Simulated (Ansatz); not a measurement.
# Bi (P2/m) in Ansatz: convergence with wavefunction cutoff

Aim: find how far wavefunction cutoff must go before the results for Bi settle, at r2SCAN. This setting moves, with any that are tied to it; all else stays.

Program: Ansatz 0.2.0. These are calculated values, not measurements. Logs are shortened: lines on timing, memory, paths and dates and some standing lists are left out, and cuts for length are marked.

### 1 The structure

Symmetry: P2/m, No. 10, monoclinic system. The conventional cell has a = 3.238 Å, b = 3.222 Å, c = 6.444 Å, α = 90.00°, β = 90.72°, γ = 90.00°. Bi (site symmetry m) is surrounded by 6 Bi at 3.22 to 3.24 Å.

This isn't the form of Bi at room conditions, which is rhombohedral.

### 2 With wavefunction cutoff 400 eV

File input.yaml:

```yaml
crystal:
  lattice:
    - [3.238376246, 0.0, 0.0]
    - [0.0, 3.22164332, 0.0]
    - [-0.0804548793, 0.0, 6.4438887882]
  atoms:
    - { symbol: Bi, position: [0.54424725, 0.0, 0.74957789] }
    - { symbol: Bi, position: [0.45575275, 0.0, 0.25042211] }
hamiltonian:
  xc: r2scan
  pseudopotentials: { kind: nc_fr, accuracy: standard }
magnetization:
  noncollinear: true
  spin_orbit: true
kpoints:
  mp_grid: { grid: [7, 7, 4] }
scf:
  occupations: { method: methfessel_paxton, width: 0.1 }
output:
  forces: true
  stress: true
  eigenvalues: true
basis:
  ecutwfc: "400 eV"
```

Potentials or basis: PseudoDojo standard (PBE files).

Launch:

```
$ ansatz run input.yaml --threads 2 --pin off --max-ram 5632MiB --backend cpu --events-out ev --progress --plain --runs-dir out
```

Run time: 7.1 s. Hardware: 2 threads of AMD EPYC 9R45 (Zen 5), shared host; peak memory 0.58 GiB.

Results:

```
Free energy            : -4484.1636 eV
Pressure               : 0.4 GPa
Largest force          : 0.010 eV/Å
Band gap on the k mesh : none (metal or under the smearing width)
```

### 3 With wavefunction cutoff 500 eV

Changes to input.yaml since step 2:

```diff
@@ -23,2 +23,2 @@
 basis:
-  ecutwfc: "400 eV"
+  ecutwfc: "500 eV"
```

Potentials or basis: PseudoDojo standard (PBE files).

Launch:

```
$ ansatz run input.yaml --threads 2 --pin off --max-ram 5632MiB --backend cpu --events-out ev --progress --plain --runs-dir out
```

Run time: 8.5 s. Hardware: 2 threads of AMD EPYC 9R45 (Zen 5), shared host; peak memory 0.66 GiB.

Results:

```
Free energy            : -4511.8799 eV
Pressure               : 1.3 GPa
Largest force          : 0.018 eV/Å
Band gap on the k mesh : none (metal or under the smearing width)
```

### 4 With wavefunction cutoff 600 eV

Changes to input.yaml since step 3:

```diff
@@ -23,2 +23,2 @@
 basis:
-  ecutwfc: "500 eV"
+  ecutwfc: "600 eV"
```

Launch:

```
$ ansatz run input.yaml --threads 2 --pin off --max-ram 5632MiB --backend cpu --events-out ev --progress --plain --runs-dir out
```

Wall time 9.9 s (2 threads of AMD EPYC 9R45 (Zen 5), shared host); peak memory 0.78 GiB.

What came out:

| Quantity | Value |
| --- | --- |
| Free energy | -4518.6702 eV |
| Pressure | 1.4 GPa |
| Largest force | 0.016 eV/Å |
| Band gap on the k mesh | none (metal or under the smearing width) |

### 5 With wavefunction cutoff 700 eV

Changes to input.yaml since step 4:

```diff
@@ -23,2 +23,2 @@
 basis:
-  ecutwfc: "600 eV"
+  ecutwfc: "700 eV"
```

Launch:

```
$ ansatz run input.yaml --threads 2 --pin off --max-ram 5632MiB --backend cpu --events-out ev --progress --plain --runs-dir out
```

Run time: 13 s. Hardware: 2 threads of AMD EPYC 9R45 (Zen 5), shared host; peak memory 0.9 GiB.

Results:

* Free energy: -4519.9724 eV
* Pressure: 1.5 GPa
* Largest force: 0.017 eV/Å
* Band gap on the k mesh: none (metal or under the smearing width)

### 6 With wavefunction cutoff 850 eV

Changes to input.yaml since step 5:

```diff
@@ -23,2 +23,2 @@
 basis:
-  ecutwfc: "700 eV"
+  ecutwfc: "850 eV"
```

Potentials or basis: PseudoDojo standard (PBE files).

Launch:

```
$ ansatz run input.yaml --threads 2 --pin off --max-ram 5632MiB --backend cpu --events-out ev --progress --plain --runs-dir out
```

Run time: 16 s. Hardware: 2 threads of AMD EPYC 9R45 (Zen 5), shared host; peak memory 1.1 GiB.

Results (log left out):

```
Free energy            : -4520.1731 eV
Pressure               : 1.5 GPa
Largest force          : 0.017 eV/Å
Band gap on the k mesh : none (metal or under the smearing width)
```

### 7 With wavefunction cutoff 1000 eV

Changes to input.yaml since step 6:

```diff
@@ -23,2 +23,2 @@
 basis:
-  ecutwfc: "850 eV"
+  ecutwfc: "1000 eV"
```

Launch:

```
$ ansatz run input.yaml --threads 2 --pin off --max-ram 5632MiB --backend cpu --events-out ev --progress --plain --runs-dir out
```

Run time: 23 s. Hardware: 2 threads of AMD EPYC 9R45 (Zen 5), shared host; peak memory 1.3 GiB.

Results (log left out):

```yaml
Free_energy: -4520.1781 eV
Pressure: 1.5 GPa
Largest_force: 0.017 eV/Å
Band_gap_on_the_k_mesh: none (metal or under the smearing width)
```

### 8 With wavefunction cutoff 1200 eV

Changes to input.yaml since step 7:

```diff
@@ -23,2 +23,2 @@
 basis:
-  ecutwfc: "1000 eV"
+  ecutwfc: "1200 eV"
```

Launch:

```
$ ansatz run input.yaml --threads 2 --pin off --max-ram 5632MiB --backend cpu --events-out ev --progress --plain --runs-dir out
```

It took 29 s on 2 threads of AMD EPYC 9R45 (Zen 5), shared host; peak memory 1.6 GiB.

It converged, with:

```yaml
Free_energy: -4520.1783 eV
Pressure: 1.5 GPa
Largest_force: 0.017 eV/Å
Band_gap_on_the_k_mesh: none (metal or under the smearing width)
```

### 9 With wavefunction cutoff 1400 eV

Changes to input.yaml since step 8:

```diff
@@ -23,2 +23,2 @@
 basis:
-  ecutwfc: "1200 eV"
+  ecutwfc: "1400 eV"
```

Potentials or basis: PseudoDojo standard (PBE files).

Launch:

```
$ ansatz run input.yaml --threads 2 --pin off --max-ram 5632MiB --backend cpu --events-out ev --progress --plain --runs-dir out
```

Wall time 35 s (2 threads of AMD EPYC 9R45 (Zen 5), shared host); peak memory 1.9 GiB.

The run converged. Its results:

```yaml
Free_energy: -4520.1785 eV
Pressure: 1.5 GPa
Largest_force: 0.017 eV/Å
Band_gap_on_the_k_mesh: none (metal or under the smearing width)
```

### 10 With wavefunction cutoff 1700 eV

Changes to input.yaml since step 9:

```diff
@@ -23,2 +23,2 @@
 basis:
-  ecutwfc: "1400 eV"
+  ecutwfc: "1700 eV"
```

Potentials or basis: PseudoDojo standard (PBE files).

Launch:

```
$ ansatz run input.yaml --threads 2 --pin off --max-ram 5632MiB --backend cpu --events-out ev --progress --plain --runs-dir out
```

Output:

```text
Warning: hamiltonian.xc reads the kinetic-energy density τ on the library's norm-conserving files, and those of Bi were made for PBE. This build holds files of Bi that were made for r²SCAN, which a deck under this functional can read where it names no table (hamiltonian.pseudopotentials.accuracy or source), types no xc_functional and has no exact exchange, max_exx_coeff or level of output.embedding that keeps them out. To compare such runs, type hamiltonian.pseudopotentials: {kind: paw, frozen_core: stored} on both or, where PAW refuses one, {kind: nc, accuracy: standard}
Warning: RAYON_NUM_THREADS=2 ignored (pool sized by the plan → 2); use --threads N
Engine: ansatz 0.2.0, x86_64-unknown-linux-gnu
Pseudopotentials: kind: nc_fr
Pseudopotential: Bi, nc_fr, valence charge 15, recommended cutoff 897.975746 eV (normal), Bi.nc_fr.azcp (PseudoDojo's, or run here from an input of PseudoDojo's; its table is named by hamiltonian.pseudopotentials.accuracy)
Functional definition: r2SCAN
  parameter k0 = 0.174
  parameter k1 = 0.065
  parameter a1 = 4.9479
  exchange = r2scan_x(k0 = k0, k1 = k1, a1 = a1)
  correlation = r2scan_c
non-collinear run that drives no moment, with spin-orbit: no starting moment large enough to seed its density (crystal.atoms[].spin), no starting occupations that ask for one, no magnetisation constraint and no magnetic field, so the semilocal B_xc is pinned to zero
Crystal: 2 atoms, lattice volume = 67.228 Å³
Basis set: ecut = 1700 eV, 10723 PW (Γ), exchange–correlation on 180×180×360 points (64 copies of the dense FFT grid, shifted against one another)
Bands: 38, of which v1, the nominal top of the filled ones, is band 30 counted from 1 (29 counted from 0)
Symmetry: 4 space group operations + 4 with time reversal
Magnetic group: BNS 10.43 (UNI 50), of the structure as read, at distance tolerance 4.1e-5 Å
k-points: 60 of 196
Projection manifold: j_resolved (fully-relativistic pseudo-atomic orbitals)
Non-local potential: Bi, projectors of the file, l = 0: 2, l = 1: 4, l = 2: 4, l = 3: 4
Initial density: superposition of atomic densities (chi_scale 0.1, normalization cell)
Initial wavefunctions: pseudopotential atomic-orbital guess
Functional: x = r2scan, c = r2scan; τ floored in thin density (d = 2e-4 eV/Å³)
iter 1 solved again at ethr=3.23e-4 eV; its pass at ethr=3.10e-3 eV (dr2=9.69e-2 eV) is discarded
SCF iter   1: F=—  HF=-4520.174751 eV  |F-HF|=—  |Δ(HF+E_count)|=         —  Δρ=9.11e-3  dr2=9.43e-2  dr2_τ=5.11e-3  dr2_m=0.00e0 (ungated)  ethr=3.23e-4  |M|=0.00e0 ∫|m|=0.00e0 μB  |m|>n=0.0e0 m-floor=0.0e0 τ_xc=0.0e0  β_m=0.30  ⟨swp⟩=1.2  Hψ=7693  notcnv=0
preconditioner: auto → Kerker (q_TF=auto, 2.385 Å⁻¹)  [metal: Δε(μ)=0.026 eV  Ē_g=21.060 eV  σ=0.100 eV  W_gap=0.22  n_scr=16 (ndim 8)  ℏωp=24.8 eV  f_vac=0.000  D(μ)=3.51/eV (n_scr^D=38)]
spin=Noncollinear: Kerker preconditioning applied to the charge; magnetization (m_x, m_y, m_z) channels mix plain (no charge-response kernel on spin).
SCF iter   2: F=—  HF=-4520.176334 eV  |F-HF|=—  |Δ(HF+E_count)|=   1.58e-3  S|Δr|=    0.00e0  Δρ=7.39e-3  dr2=6.39e-2  dr2_τ=2.12e-4  dr2_m=0.00e0 (ungated)  ethr=3.14e-4  |M|=0.00e0 ∫|m|=0.00e0 μB  |m|>n=0.0e0 m-floor=0.0e0 τ_xc=0.0e0  β_m=0.49  ⟨swp⟩=1.2  Hψ=1150  notcnv=0
SCF iter   3: F=—  HF=-4520.178404 eV  |F-HF|=—  |Δ(HF+E_count)|=   2.07e-3  S|Δr|=    0.00e0  Δρ=2.58e-3  dr2=8.69e-3  dr2_τ=1.58e-4  dr2_m=0.00e0 (ungated)  ethr=2.13e-4  |M|=0.00e0 ∫|m|=0.00e0 μB  |m|>n=0.0e0 m-floor=0.0e0 τ_xc=0.0e0  β_m=0.82  ⟨swp⟩=2.7  Hψ=2073  notcnv=0
SCF iter   4: F=—  HF=-4520.178647 eV  |F-HF|=—  |Δ(HF+E_count)|=   2.43e-4  S|Δr|=    0.00e0  Δρ=5.72e-4  dr2=1.29e-4  dr2_τ=8.00e-5  dr2_m=0.00e0 (ungated)  ethr=2.90e-5  |M|=0.00e0 ∫|m|=0.00e0 μB  |m|>n=0.0e0 m-floor=0.0e0 τ_xc=0.0e0  β_m=0.91  ⟨swp⟩=2.1  Hψ=1706  notcnv=0
SCF iter   5: F=—  HF=-4520.178784 eV  |F-HF|=—  |Δ(HF+E_count)|=   1.38e-4  S|Δr|=    0.00e0  Δρ=1.60e-4  dr2=1.59e-5  dr2_τ=6.84e-6  dr2_m=0.00e0 (ungated)  ethr=4.30e-7  |M|=0.00e0 ∫|m|=0.00e0 μB  |m|>n=0.0e0 m-floor=0.0e0 τ_xc=0.0e0  β_m=0.96  ⟨swp⟩=2.6  Hψ=1998  notcnv=0
SCF iter   6: F=—  HF=-4520.178735 eV  |F-HF|=—  |Δ(HF+E_count)|=   4.91e-5  S|Δr|=    0.00e0  Δρ=3.87e-5  dr2=6.94e-7  dr2_τ=3.09e-7  dr2_m=0.00e0 (ungated)  ethr=5.31e-8  |M|=0.00e0 ∫|m|=0.00e0 μB  |m|>n=0.0e0 m-floor=0.0e0 τ_xc=0.0e0  β_m=0.95  ⟨swp⟩=3.0  Hψ=2084  notcnv=0
SCF iter   7: F=-4520.178736 eV  HF=-4520.178735 eV  |F-HF|=6.67e-8  |Δ(HF+E_count)|=   3.33e-7  S|Δr|=    0.00e0  Δρ=1.15e-5  dr2=6.69e-8  dr2_τ=1.57e-8  dr2_m=0.00e0 (ungated)  ethr=3.33e-10  |M|=0.00e0 ∫|m|=0.00e0 μB  |m|>n=0.0e0 m-floor=0.0e0 τ_xc=0.0e0  ⟨swp⟩=8.7  Hψ=6299  notcnv=0
SCF 1 converged in 7 iterations: F = -4520.178736 eV  dr2 = 6.69e-8
SCF converged after 7 iterations
Stability not checked: this state was not tested for a lower state beside it, because cold or Methfessel-Paxton smearing, or corrected tetrahedra, fill the levels in a way that the test cannot read (fill_not_monotonic; see scf.lower_state_search)
Magnetization: |M| = 0.0000 μB,  M = (+0.0000, +0.0000, +0.0000) μB
Absolute magnetization: 0.0000 μB (∫|m|)
  site 0: m = (+0.0000, +0.0000, +0.0000) μB, |m| = 0.0000 μB  (R = 1.33 Å)
  site 1: m = (+0.0000, +0.0000, +0.0000) μB, |m| = 0.0000 μB  (R = 1.33 Å)
Free energy (F): -4520.178736 eV
Harris-Foulkes:  -4520.178735 eV  (|F-HF|=6.67e-8)
Internal energy: -4520.175689 eV  (E = F + TS)
E sigma→0 (E₀):  -4520.177974 eV
Entropy (-TS):   -0.003047 eV (-1.523 meV/atom)
Fermi energy:    10.016716 eV
--- Per-component energies (eV) ---
  E_band       = -206.755509
  E_kinetic    = 2121.856669
  E_local      = -2667.398908  (includes V_loc(G=0)·N_el)
  E_nonlocal   = -822.007586
  E_hartree    = 934.972992
  E_xc         = -1237.937351
  E_vxc        = -770.524440  (∫ρ·V_xc dr)
  E_vtau       = 61.370430  (kinetic-family band-sum trace: ∫τ·v_τ [+ j·A + Jᵃ·Aᵃ] dr)
  E_ewald      = -2849.661505
  E_smearing   = -0.003047  (= −TS)
  E_closure    = 0.000000  (closes the sum)
  Σ components = -4520.178736   (vs F -4520.178736, Δ=0.00e0)
--- Forces (eV/Å), atoms counted from 1 ---
  atom   1  Bi     0.01169105    -0.00000000     0.01206062
  atom   2  Bi    -0.01169105     0.00000000    -0.01206062
  max |Σ_I F_I| component: 3.47e-18 eV/Å
--- Stress (GPa, compression-positive) ---
        1.210883       0.000000      -0.066196
        0.000000       2.030220       0.000000
       -0.066196       0.000000       1.134342
  P = ⅓ Tr σ = 1.4585 GPa (14.585 kbar)
--- Band table (eV; the first three rows and the last of 60) ---
  k-point 0: bands = ["-14.2954", "-14.2954", "-14.2767", "-14.2767", "-14.2699", "-14.2699", "-14.2237", "-14.2237", "-11.3857", "-11.3857", "-11.3741", "-11.3741", "-11.3593", "-11.3593", "-11.2349", "-11.2349", "-11.1780", "-11.1780", "-11.1216", "-11.1216", "-3.6704", "-3.6704", "-1.6551", "-1.6551", "4.8524", "4.8524", "11.4357", "11.4357", "14.0013", "14.0013", "14.4051", "14.4051", "14.4502", "14.4502", "16.4184", "16.4184", "17.3547", "17.3547"]
  k-point 1: bands = ["-14.2841", "-14.2841", "-14.2754", "-14.2754", "-14.2706", "-14.2706", "-14.2326", "-14.2326", "-11.3747", "-11.3747", "-11.3644", "-11.3644", "-11.3578", "-11.3578", "-11.2585", "-11.2585", "-11.1705", "-11.1705", "-11.1300", "-11.1300", "-3.4662", "-3.4662", "-2.0963", "-2.0963", "5.8195", "5.8195", "10.5905", "10.5905", "13.2856", "13.2856", "13.7646", "13.7646", "14.6712", "14.6712", "16.0541", "16.0541", "18.0155", "18.0155"]
  k-point 2: bands = ["-14.2740", "-14.2740", "-14.2738", "-14.2738", "-14.2569", "-14.2569", "-14.2551", "-14.2551", "-11.3666", "-11.3666", "-11.3660", "-11.3660", "-11.3143", "-11.3143", "-11.3099", "-11.3099", "-11.1522", "-11.1522", "-11.1495", "-11.1495", "-2.8971", "-2.8971", "-2.8715", "-2.8715", "8.0776", "8.0776", "8.1144", "8.1144", "13.2637", "13.2637", "13.3149", "13.3149", "15.2673", "15.2673", "15.3257", "15.3257", "18.5593", "18.5593"]
  k-point 59: bands = ["-14.2633", "-14.2633", "-14.2244", "-14.2244", "-14.1936", "-14.1936", "-14.1839", "-14.1839", "-11.3478", "-11.3478", "-11.2997", "-11.2997", "-11.2900", "-11.2900", "-11.1649", "-11.1649", "-11.1099", "-11.1099", "-11.0992", "-11.0992", "0.2008", "0.2008", "1.5406", "1.5406", "6.4554", "6.4554", "7.1857", "7.1857", "7.9774", "7.9774", "9.2833", "9.2833", "10.0268", "10.0268", "14.2868", "14.2868", "14.9970", "14.9970"]
```

Run time: 49 s. Hardware: 2 threads of AMD EPYC 9R45 (Zen 5), shared host; peak memory 2.5 GiB.

Results:

```yaml
Free_energy: -4520.1787 eV
Pressure: 1.5 GPa
Largest_force: 0.017 eV/Å
Band_gap_on_the_k_mesh: none (metal or under the smearing width)
```

### 11 Summary

```csv
wavefunction cutoff,"energy less the tightest run, at zero smearing (meV/atom)",pressure (GPa),largest force (eV/Å),SCF cycles,CPU time (s),peak memory (GiB)
400 eV,18007.56,0.41,0.010,8,14,0.58
500 eV,4149.46,1.32,0.018,8,17,0.66
600 eV,754.28,1.37,0.016,7,20,0.78
700 eV,103.18,1.45,0.017,7,25,0.9
850 eV,2.81,1.46,0.017,7,31,1.1
1000 eV,0.29,1.46,0.017,7,44,1.3
1200 eV,0.20,1.46,0.017,7,57,1.6
1400 eV,0.12,1.46,0.017,7,68,1.9
1700 eV,0.00,1.46,0.017,7,96,2.5
```

Against the tightest run, the energy stays within 1 meV/atom from 1000 eV on; the pressure stays within 0.1 GPa from 600 eV on; the largest force stays within 0.005 eV/Å from 500 eV on. The tightest run that finished is the yardstick and may itself not be fully converged.

Caveats: the meta-GGA runs on potentials made for a GGA; the potentials were made for another functional, which shifts forces and pressure.
